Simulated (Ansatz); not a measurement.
## The stack of blue phosphorene under 2H-MoSSe, shifted by two thirds of the diagonal under a gate

Aim: charge, voltage and capacitance of the stack of blue phosphorene under 2H-MoSSe, shifted by two thirds of the diagonal in a field-effect set-up.

Program: Ansatz 0.2.0. Level of theory: plane-wave DFT, PBE-D3(BJ), Ansatz PAW, in the first sound run; inputs show where later runs differ. Results are calculated unless marked as measured.

## Step 1: Set-up

The cell holds 5 atoms: 2 P, 1 Se, 1 Mo and 1 S. Its edges and angles: a = 3.265 Å, b = 3.265 Å, c = 25.783 Å, α = 90.0°, β = 90.0°, γ = 120.0°. Regions: layer 1: blue phosphorene, 2 atoms (2 P); layer 2: 2H-MoSSe, 3 atoms (1 Se, 1 Mo and 1 S). Vacuum lies along c.

## Step 2: Relaxing the slab

The starting cell is a guess, so the in-plane lattice and the atoms are relaxed first, with the slab cut off from its images along the normal. The program lengthens the vector along the normal by itself, so c and the volume that it reports differ from the typed ones.

The input, input.yaml:

```yaml
crystal:
  lattice:
    - [3.265, 0.0, 0.0]
    - [-1.6325, 2.8275729434, 0.0]
    - [0.0, 0.0, 25.7830713782]
  atoms:
    - { symbol: P, position: [0.6666666667, 0.3333333333, 0.3490662485] }
    - { symbol: P, position: [0.3333333333, 0.6666666667, 0.3971598205] }
    - { symbol: Se, position: [0.0, 0.0, 0.5193330074] }
    - { symbol: Mo, position: [0.6666666667, 0.3333333333, 0.58947304] }
    - { symbol: S, position: [0.0, 0.0, 0.6509337515] }
  periodic: [true, true, false]
kpoints:
  mp_grid: { grid: [12, 12, 1] }
hamiltonian:
  xc: pbe
  dispersion: d3bj
scf:
  occupations: { method: fermi_dirac, width: 0.05 }
  convergence: { dr2_threshold: 1.0e-09 }
relax:
  f_tol: 0.004
  max_steps: 90
  cell: {}
output:
  write_potential: true
  write_density: true
  volumetric_format: npy
```

Run with:

```bash
> ansatz run input.yaml --threads 8 --pin off --max-ram 12288MiB --backend cpu --events-out ev --progress --plain --runs-dir out
```

Numbers of over 12 decimals in the logs are rounded to 6 here.

Log:

```text
Warning: crystal.periodic: the lattice vector that does not repeat stood 0.000° off the slab's normal, 25.783 Å along it as the deck builds it. The run solves the slab on a vector along the normal, 39.366 Å long, with every atom where it was (on the deck's vector they left 18.00 Å outside them, and the widest stretch free of ions among them is 3.15 Å). A fractional position that the run reports is one of the run's ce [...]
Warning: relax.cell: scf.convergence.dr2_threshold = 1e-9 eV is looser than the 1.58108952378e-10 eV advised for a relaxation that steers and ends on the stress (1e-10 eV for each atom of the cell: 5, times the square of relax.cell.stress_2d_tol = 0.05 N/m over 17.8 Å (the atoms' height at the walk's start and 5 Å past either face), 2.812e-2 GPa, over a crystal's default 0.05). What an SCF threshold leaves in a stress goes as its square root, and in the free energy as the threshold itself, and one threshold admits the most on a small cell: [figures from the program's tests cut] Set scf.convergence.dr2_threshold to 1.58108952378e-10 eV or tighter. [rest of the remark cut]
crystal.periodic: the lattice vector that does not repeat stood 0.000° off the slab's normal, 25.783 Å along it as the deck builds it. The run solves the slab on a vector along the normal, 39.366 Å long, with every atom where it was (on the deck's vector they left 18.00 Å outside them, and the widest stretch free of ions among them is 3.15 Å). A fractional position that the run reports is one of the run's cell, which [...]
Engine: ansatz 0.2.0, aarch64-unknown-linux-gnu
Pseudopotentials: kind: paw
Pseudopotential: P, paw, valence charge 5, recommended cutoff 420 eV (normal), P.paw.azcp
Pseudopotential: Se, paw, valence charge 16, recommended cutoff 420 eV (normal), Se.paw.azcp
Pseudopotential: Mo, paw, valence charge 14, recommended cutoff 420 eV (normal), Mo.paw.azcp
Pseudopotential: S, paw, valence charge 6, recommended cutoff 420 eV (normal), S.paw.azcp
Functional definition: PBE
  parameter kappa = 0.804
  parameter beta = 0.066725
  exchange = pbe_x(kappa = kappa, mu = beta*pi^2/3)
  correlation = pbe_c(beta = beta)
Crystal: 5 atoms, lattice volume = 363.429 Å³
Basis set: ecut = 420 eV, 7259 PW (Γ), exchange–correlation on 48×48×540 points (8 copies of the dense FFT grid, shifted against one another)
Bands: 28, of which v1, the nominal top of the filled ones, is band 23 counted from 1 (22 counted from 0)
Symmetry: 6 space group operations
Space group: P3m1 (ITA 156), of the structure as read, at distance tolerance 7.1e-5 Å
k-points: 19 of 144 (time reversal used)
Non-local potential: P, projectors of the file, l = 0: 2, l = 1: 2, l = 2: 2
Non-local potential: Se, projectors of the file, l = 0: 2, l = 1: 2, l = 2: 3, l = 3: 1
Non-local potential: Mo, projectors of the file, l = 0: 3, l = 1: 2, l = 2: 2, l = 3: 1
Non-local potential: S, projectors of the file, l = 0: 2, l = 1: 2, l = 2: 2
PAW form: soft (Blöchl's): semilocal exchange-correlation on the pseudo side does not see the compensation charge
PAW one-centre angular grid: P, 110 points (default); XC on 64 Gauss nodes
PAW one-centre angular grid: Se, 590 points (default); XC on 64 Gauss nodes
PAW one-centre angular grid: Mo, 590 points (default); XC on 64 Gauss nodes
PAW one-centre angular grid: S, 110 points (default); XC on 64 Gauss nodes
Initial density: superposition of atomic densities (neutral atoms: chi_scale 0, normalization atom), corrected by the library's trained network
Initial wavefunctions: pseudopotential atomic-orbital guess
Functional: x = pbe(κ = 0.804, μ = 0.219515), c = pbe(β = 0.066725)
SCF iter   1: F=—  HF=-12842.283802 eV  |F-HF|=—  |Δ(HF+E_count)|=         —  Δρ=2.51e-3  dr2=3.38e-2  ethr=1.77e-3  ⟨swp⟩=14.5  Hψ=4161  notcnv=0
preconditioner: auto → Resta (q_TF=auto, 1.933 Å⁻¹)  ε∞=2.8  [insulator: Δε(μ)=0.921 eV  Ē_g=7.738 eV  σ=0.050 eV  W_gap=1.00  n_scr=24 (ndim 8)  ℏωp=10.3 eV  f_vac=0.706  D(μ)=0.00/eV (n_scr^D=0)  ε∞_Penn≈2.8  vacuum switching on, ρ_ref=4.3e-3 e/Å³]
SCF iter   2: F=—  HF=-12842.290953 eV  |F-HF|=—  |Δ(HF+E_count)|=   7.15e-3  Δρ=2.01e-3  dr2=6.98e-2  ethr=7.35e-5  ⟨swp⟩=3.8  Hψ=1392  notcnv=0  defer=4
SCF iter   3: F=—  HF=-12842.287050 eV  |F-HF|=—  |Δ(HF+E_count)|=   3.90e-3  Δρ=1.10e-3  dr2=1.08e-2  ethr=7.35e-5  ⟨swp⟩=2.7  Hψ=831  notcnv=0  defer=4
SCF iter   4: F=—  HF=-12842.287795 eV  |F-HF|=—  |Δ(HF+E_count)|=   7.45e-4  Δρ=5.24e-4  dr2=3.20e-3  ethr=2.35e-5  ⟨swp⟩=2.1  Hψ=810  notcnv=0  defer=3
SCF iter   5: F=—  HF=-12842.287735 eV  |F-HF|=—  |Δ(HF+E_count)|=   5.98e-5  Δρ=1.46e-4  dr2=1.22e-4  ethr=6.95e-6  ⟨swp⟩=2.9  Hψ=803  notcnv=0  defer=3
SCF iter   6: F=—  HF=-12842.287770 eV  |F-HF|=—  |Δ(HF+E_count)|=   3.50e-5  Δρ=9.13e-5  dr2=4.21e-5  ethr=2.64e-7  ⟨swp⟩=3.2  Hψ=1114  notcnv=0  defer=3
SCF iter   7: F=—  HF=-12842.287777 eV  |F-HF|=—  |Δ(HF+E_count)|=   6.40e-6  Δρ=3.55e-5  dr2=7.30e-6  ethr=9.14e-8  ⟨swp⟩=3.3  Hψ=994  notcnv=0  defer=3
SCF iter   8: F=—  HF=-12842.287780 eV  |F-HF|=—  |Δ(HF+E_count)|=   3.46e-6  Δρ=9.17e-6  dr2=3.12e-7  ethr=1.59e-8  ⟨swp⟩=3.3  Hψ=1038  notcnv=0  defer=3
SCF iter   9: F=—  HF=-12842.287696 eV  |F-HF|=—  |Δ(HF+E_count)|=   8.38e-5  Δρ=3.38e-6  dr2=6.83e-8  ethr=6.79e-10  ⟨swp⟩=3.1  Hψ=1106  notcnv=0  defer=3
SCF iter  10: F=—  HF=-12842.287696 eV  |F-HF|=—  |Δ(HF+E_count)|=   4.85e-8  Δρ=7.33e-7  dr2=5.56e-9  ethr=1.48e-10  ⟨swp⟩=3.1  Hψ=1060  notcnv=0  defer=3
SCF iter  11: F=-12842.287696 eV  HF=-12842.287696 eV  |F-HF|=1.25e-9  |Δ(HF+E_count)|=   5.54e-9  Δρ=1.73e-7  dr2=1.24e-10  ethr=2.17e-12  ⟨swp⟩=12.6  Hψ=4466  notcnv=0
SCF 1 converged in 11 iterations: F = -12842.287696 eV  dr2 = 1.24e-10
  greatest PAW one-centre occupation: 1.000 electrons in one spin orbital (limit 2), on the Se atom at site 2 (counted from 0), in its partial waves of l = 2
relax step   1: F+E_penalty+E_count = -12842.28769626 eV  Δ(F+E_penalty+E_count) = +0.000e0 eV  max|allowed force component| = 1.600e0 eV/Å  Δτ_max = 0.0000 Å  P = -4.876 N/m  Ω = 363.429 Å³  fix = [c, alpha, beta]  reactions: c -0.000 N/m  (11 SCF iters, accepted)
Crystal: 5 atoms, lattice volume = 358.862 Å³
Basis set: ecut = 420 eV, 7175 PW (Γ), exchange–correlation on 48×48×540 points (8 copies of the dense FFT grid, shifted against one another)
Initial density: handed on by an earlier stage of this run
Initial wavefunctions: those handed on with the density
iter 1 solved again at ethr=4.78e-4 eV; its pass at ethr=3.10e-3 eV (dr2=2.20e-1 eV) is discarded
[...]
SCF iter   8: F=—  HF=-12842.432512 eV  |F-HF|=—  |Δ(HF+E_count)|=   5.35e-5  Δρ=1.91e-5  dr2=1.31e-6  ethr=2.29e-8  ⟨swp⟩=2.9  Hψ=1114  notcnv=0  defer=3
SCF iter   9: F=—  HF=-12842.432430 eV  |F-HF|=—  |Δ(HF+E_count)|=   8.15e-5  Δρ=5.81e-6  dr2=2.14e-7  ethr=2.84e-9  ⟨swp⟩=3.5  Hψ=1183  notcnv=0  defer=3
SCF iter  10: F=—  HF=-12842.432430 eV  |F-HF|=—  |Δ(HF+E_count)|=   6.22e-8  Δρ=1.64e-6  dr2=1.40e-8  ethr=4.66e-10  ⟨swp⟩=2.8  Hψ=1072  notcnv=0  defer=3
SCF iter  11: F=-12842.432430 eV  HF=-12842.432430 eV  |F-HF|=1.06e-9  |Δ(HF+E_count)|=   1.33e-8  Δρ=2.68e-7  dr2=4.73e-10  ethr=2.17e-12  ⟨swp⟩=10.9  Hψ=5110  notcnv=0
SCF 3 converged in 11 iterations: F = -12842.432430 eV  dr2 = 4.73e-10
relax step   3: F+E_penalty+E_count = -12842.43243038 eV  Δ(F+E_penalty+E_count) = -1.447e-1 eV  max|allowed force component| = 3.753e-1 eV/Å  Δτ_max = 0.0967 Å  P = -0.449 N/m  Ω = 355.616 Å³  energy of the carried Pulay correction = +2.548e-4 eV  fix = [c, alpha, beta]  reactions: c -0.000 N/m  (11 SCF iters, accepted)
[...]
relax step   4: F+E_penalty+E_count = -12842.43570784 eV  Δ(F+E_penalty+E_count) = -3.277e-3 eV  max|allowed force component| = 2.038e-1 eV/Å  Δτ_max = 0.0967 Å  P = -0.237 N/m  Ω = 357.951 Å³  energy of the carried Pulay correction = +1.780e-4 eV  fix = [c, alpha, beta]  reactions: c -0.000 N/m  (11 SCF iters, accepted)
[...]
relax step   5: F+E_penalty+E_count = -12842.44005265 eV  Δ(F+E_penalty+E_count) = -4.345e-3 eV  max|allowed force component| = 5.858e-2 eV/Å  Δτ_max = 0.0241 Å  P = -0.122 N/m  Ω = 356.619 Å³  energy of the carried Pulay correction = +2.217e-4 eV  fix = [c, alpha, beta]  reactions: c -0.000 N/m  (10 SCF iters, accepted)
[...]
relax step   6: F+E_penalty+E_count = -12842.44057849 eV  Δ(F+E_penalty+E_count) = -5.258e-4 eV  max|allowed force component| = 9.376e-3 eV/Å  Δτ_max = 0.0481 Å  P = +0.053 N/m  Ω = 356.224 Å³  energy of the carried Pulay correction = +2.347e-4 eV  fix = [c, alpha, beta]  reactions: c +0.000 N/m  (11 SCF iters, accepted)
[...]
relax step   7: F+E_penalty+E_count = -12842.44068603 eV  Δ(F+E_penalty+E_count) = -1.075e-4 eV  max|allowed force component| = 3.678e-3 eV/Å  Δτ_max = 0.0171 Å  P = -0.010 N/m  Ω = 356.215 Å³  energy of the carried Pulay correction = +2.350e-4 eV  fix = [c, alpha, beta]  reactions: c -0.000 N/m  (11 SCF iters, accepted)
Initial wavefunctions: pseudopotential atomic-orbital guess (no wavefunctions were taken with the density)
iter 1 solved again at ethr=2.30e-7 eV; its pass at ethr=3.10e-3 eV (dr2=1.06e-4 eV) is discarded
SCF iter   1: F=—  HF=-12842.440576 eV  |F-HF|=—  |Δ(HF+E_count)|=         —  Δρ=1.20e-5  dr2=7.63e-8  ethr=2.30e-7  ⟨swp⟩=6.2  Hψ=6715  notcnv=0
eigensolver tolerance schedule: the retry pair's looser diagonalisation over-reported the residual by 1387.42 of it (diagonalisation noise at 0.11 of the residual, at the tolerance the schedule requests for it); recorded, not acted on — ethr = c·dr2/N_el stays at c = 1.0e-1
preconditioner: auto → Resta (q_TF=auto, 1.940 Å⁻¹)  ε∞=2.7  [insulator: Δε(μ)=0.965 eV  Ē_g=8.000 eV  σ=0.050 eV  W_gap=1.00  n_scr=24 (ndim 8)  ℏωp=10.4 eV  f_vac=0.708  D(μ)=0.00/eV (n_scr^D=0)  ε∞_Penn≈2.7  vacuum switching on, ρ_ref=4.6e-3 e/Å³]
SCF iter   2: F=—  HF=-12842.440457 eV  |F-HF|=—  |Δ(HF+E_count)|=   1.19e-4  Δρ=6.04e-6  dr2=2.20e-8  ethr=1.66e-10  ⟨swp⟩=4.8  Hψ=1756  notcnv=0
SCF iter   3: F=—  HF=-12842.440457 eV  |F-HF|=—  |Δ(HF+E_count)|=   3.51e-8  Δρ=2.01e-6  dr2=3.32e-8  ethr=4.78e-11  ⟨swp⟩=3.0  Hψ=1093  notcnv=0
SCF iter   4: F=—  HF=-12842.440457 eV  |F-HF|=—  |Δ(HF+E_count)|=  7.64e-11  Δρ=1.01e-6  dr2=1.16e-8  ethr=4.78e-11  ⟨swp⟩=2.9  Hψ=849  notcnv=0
SCF iter   5: F=—  HF=-12842.440457 eV  |F-HF|=—  |Δ(HF+E_count)|=  4.20e-10  Δρ=4.35e-7  dr2=1.04e-9  ethr=2.53e-11  ⟨swp⟩=1.9  Hψ=715  notcnv=0
SCF iter   6: F=-12842.440457 eV  HF=-12842.440457 eV  |F-HF|=2.18e-10  |Δ(HF+E_count)|=  2.18e-10  Δρ=1.65e-7  dr2=6.88e-11  ethr=2.17e-12  ⟨swp⟩=14.1  Hψ=4329  notcnv=0
SCF 8 converged in 6 iterations: F = -12842.440457 eV  dr2 = 6.88e-11
relax step   8: F+E_penalty+E_count = -12842.44045725 eV  Δ(F+E_penalty+E_count) = +2.288e-4 eV  max|allowed force component| = 3.636e-3 eV/Å  Δτ_max = 0.0000 Å  P = -0.012 N/m  Ω = 356.215 Å³  fix = [c, alpha, beta]  reactions: c -0.000 N/m  stress off target by 1.21e-2 N/m on what of the cell is left free  SCF on the basis re-selected at this cell (its energy is not comparable with the rows above)  (6 SCF iters)
basis re-selected at this cell: Δ(F+E_penalty+E_count) = +2.288e-4 eV, ΔP = -0.002 N/m vs the last step (what re-selecting the basis moved, of the pressure what is left beyond the Pulay correction that the steps carried, after the strain that the cell walked since its last selection, with what the two solves' SCF thresholds leave and, on support functions, any second-order correction that the steps lacked; it is no m [...]
SCF converged after 6 iterations
Free energy (F): -12842.440457 eV
Harris-Foulkes:  -12842.440457 eV  (|F-HF|=2.18e-10)
Internal energy: -12842.440452 eV  (E = F + TS)
E sigma→0 (E₀):  -12842.440455 eV
Entropy (-TS):   -0.000005 eV (-0.001 meV/atom)
Fermi energy:    -5.094529 eV
--- Per-component energies (eV) ---
  E_band       = -1216.249381
  E_kinetic    = 807.719087
  E_local      = -155463.810963  (includes V_loc(G=0)·N_el)
  E_nonlocal   = -356.334892
  E_hartree    = 77138.811935
  E_xc         = -508.104812
  E_vxc        = -536.586658  (∫ρ·V_xc dr)
  E_paw        = -6851.457008  (= ΣΔE_a)
  E_vpaw       = 55.139628  (= ΣTr[D̂ρ^β])
  E_aug_tail   = -0.000554  (compensation charges beyond the density's cutoff)
  E_ewald      = 72392.440682
  E_disp       = -1.703928  (pairwise vdW)
  E_smearing   = -0.000005  (= −TS)
  E_closure    = -0.000000  (closes the sum)
  Σ components = -12842.440457   (vs F -12842.440457, Δ=0.00e0)
--- Forces (eV/Å), atoms counted from 1 ---
  atom   1  P      0.00000000     0.00000000     0.00178950
  atom   2  P      0.00000000    -0.00000000    -0.00123846
  atom   3  Se     0.00000000    -0.00000000     0.00215841
  atom   4  Mo     0.00000000    -0.00000000     0.00092696
  atom   5  S      0.00000000    -0.00000000    -0.00363620
  max |Σ_I F_I| component: 2.22e-7 eV/Å
--- 2D stress c σ (N/m, compression-positive) ---
       -0.012059      -0.000000      -0.000000
       -0.000000      -0.012059       0.000000
       -0.000000       0.000000      -0.000000
  P = ½ c Tr σ = -0.0121 N/m
--- Band table (eV; the first three rows and the last of 19) ---
  k-point 0: bands = [... 19 lower, -6.5164, -6.5164, -6.4380, -5.5535, -2.8149, -2.8149, -2.5544, -2.5544, ... 1 higher]
  k-point 1: bands = [... 19 lower, -6.9832, -6.7805, -6.2555, -5.6135, -2.9934, -2.8625, -2.7635, -2.7227, ... 1 higher]
  k-point 2: bands = [... 19 lower, -7.2247, -7.2139, -6.2005, -5.8701, -3.5048, -3.3842, -3.0572, -2.9829, ... 1 higher]
  k-point 18: bands = [... 19 lower, -8.3474, -8.2742, -7.8406, -5.6572, -4.4802, -4.0501, -2.8724, -2.2808, ... 1 higher]
  the weakly bound empty levels are not read free of the cell's end (no_gap_told)
--- Relaxed structure (7 steps of the walk, 6 accepted, 1 SCFs on fresh bases) ---
  F+E_penalty+E_count = -12842.44045725 eV   max|allowed force component| = 3.636e-3 eV/Å   (the final SCF, on the basis selected at the relaxed cell)
  cell:  # Å, volume = 356.2151 Å³
    - [3.232432, 0, 0]
    - [-1.616216, 2.799368, 0]
    - [0, 0, 39.366142753216]
  atoms:
    - { symbol: P, position: [0.666667, 0.333333, 0.229233] }
    - { symbol: P, position: [0.333333, 0.666667, 0.260933] }
    - { symbol: Se, position: [-2.2884717327878947e-17, -1.480297366145334e-17, 0.341933] }
    - { symbol: Mo, position: [0.666667, 0.333333, 0.385173] }
    - { symbol: S, position: [-2.471528769352142e-17, -1.4802973661453336e-17, 0.424023] }
```

Run time: 30 s. Hardware: 8 threads of Arm Neoverse V1, shared host; peak memory 0.99 GiB; 3.8 min of CPU time.

The steps of the relaxation:

```csv
step,energy less that of the first step (eV),largest force component (eV/Å),volume (Å³)
1,0.0000,1.5997,363.43
2,0.1270,3.2455,358.86
3,-0.1447,0.3753,355.62
4,-0.1480,0.2038,357.95
5,-0.1524,0.0586,356.62
6,-0.1529,0.0094,356.22
7,-0.1530,0.0037,356.22
8*,-0.1528,0.0036,356.22
```

Relaxation steps marked * repeat the geometry before them on a plane-wave basis chosen anew for their cell, so energy and pressure can jump there. Relaxation step 2 was tried and not accepted.

The run keeps the 6 symmetry operations that it works with, so distortions that break them were not tested.

```
cell as run  before  after  change
      a (Å)   3.265  3.232  -1.0 %
      b (Å)   3.265  3.232  -1.0 %
```

The atoms that moved most (Å, along periodic axes as changes of fractional coordinates times the final cell, across vacuum about the mean position):

```
atom     dx     dy      dz  length
  S5  0.000  0.000  -0.091   0.091
 Se3  0.000  0.000   0.071   0.071
 Mo4  0.000  0.000  -0.036   0.036
  P2  0.000  0.000   0.032   0.032
  P1  0.000  0.000   0.024   0.024
```

The relaxed structure:

```cif
data_structure
_symmetry_space_group_name_H-M 'P 1'
_symmetry_Int_Tables_number 1
_cell_length_a 3.2324
_cell_length_b 3.2324
_cell_length_c 39.3661
_cell_angle_alpha 90.000
_cell_angle_beta 90.000
_cell_angle_gamma 120.000
_cell_volume 356.22
loop_
_atom_site_label
_atom_site_type_symbol
_atom_site_fract_x
_atom_site_fract_y
_atom_site_fract_z
_atom_site_occupancy
P1 P 0.66667 0.33333 0.22923 1
P2 P 0.33333 0.66667 0.26093 1
Se3 Se 0.00000 0.00000 0.34193 1
Mo4 Mo 0.66667 0.33333 0.38517 1
S5 S 0.00000 0.00000 0.42402 1
```

The lattice constant a goes from 3.265 to 3.232 Å.

(Part 1 of 4 ends here.)

[Logs are printed without paths, hosts, clocks, repeated set-up lines and the standing remarks that a program may print on its own settings, such as how far it seeks lower states.]

[Hosts, paths, dates, database ids (printed as entryN), source tags and the programs' standing remarks are cut or masked in the printed files.]

[Maps of the electrostatic potential energy from Ansatz leave out the sawtooth potential of an applied field or a dipole correction, so their vacuum need not be flat; planar profiles and work functions include it.]
